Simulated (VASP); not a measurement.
Set up this calculation in VASP 6.6.1, as the native input.

| Item | Value |
| --- | --- |
| Task | relaxation of cell and atoms |
| Functional | PBEsol |
| Potentials or basis | VASP PAW PBE potentials, release 64 (Ti_sv, C) |
| Cutoff | 600 eV |
| k mesh | 10 × 10 × 10 |
| Occupations | fermi-dirac, width 0.05 eV |
| Spin | no spin polarisation |
| Hubbard terms | Ti d U = 2 eV |
| Further INCAR settings | ALGO = Normal; EDIFF = 1e-06; IBRION = 2; EDIFFG = -0.01; NSW = 40; ISIF = 3 |

The structure of Ti2C lies in POSCAR:

```
Ti2C
1.0
    1.5406981810      0.8895225095      4.8137698526
   -1.5406981810      0.8895225095      4.8137698526
    0.0000000000     -1.7790450191      4.8137698526
Ti C
2 1
Direct
    0.7545021700      0.7545021700      0.7545021700
    0.2454978300      0.2454978300      0.2454978300
    0.5000000000      0.5000000000      0.5000000000
```

The cell comes from a database or a generator and needn't be the stable form of this composition.

These files were run (other wordings do the same):

INCAR

```
  ALGO = Normal
  EDIFF = 1E-6
  EDIFFG = -0.01
  ENCUT = 600
  GGA = PS
  IBRION = 2
  ISIF = 3
  ISMEAR = -1
  LASPH = True
  LCHARG = False
  LDAU = True
  LDAUJ = 0 0
  LDAUL = 2 -1
  LDAUPRINT = 1
  LDAUTYPE = 2
  LDAUU = 2 0
  LMAXMIX = 4
  LREAL = False
  LWAVE = False
  NELM = 100
  NSW = 40
  PREC = Accurate
  SIGMA = 0.05
```

KPOINTS

```
k-points
0
Gamma
  10 10 10
```

Potentials or basis: VASP PAW PBE potentials, release 64 (Ti_sv, C).

Command:

```bash
$ cat potpaw_PBE.64/Ti_sv/POTCAR potpaw_PBE.64/C/POTCAR > POTCAR
$ mpirun -np 1 vasp_std > vasp.out
```

Results of the run:

```json
{
 "Relaxed volume": "13.17 Å³/atom",
 "Relaxed cell": "a = 5.132 Å, b = 5.132 Å, c = 5.132 Å, α = 34.90°, β = 34.90°, γ = 34.90°",
 "Space group after relaxing (to 0.05 Å)": "R-3m (No. 166)",
 "Energy gained by relaxing": "0.2 meV/atom",
 "Ionic steps": "6",
 "Pressure after relaxing": "0.0 GPa",
 "Largest force after relaxing": "0.005 eV/Å",
 "Band gap on the k mesh": "none (metal or under the smearing width)"
}
```

Caveat: the PAW data sets were made with another functional, which shifts forces and pressure a little; U without spin polarisation on a metal has little footing; the U is typed as a test and isn't derived for this compound.

It took 9.9 min on 1 thread of Intel(R) Xeon(R) Platinum 8559C (Emerald Rapids), on a shared host, peak memory 0.33 GiB.
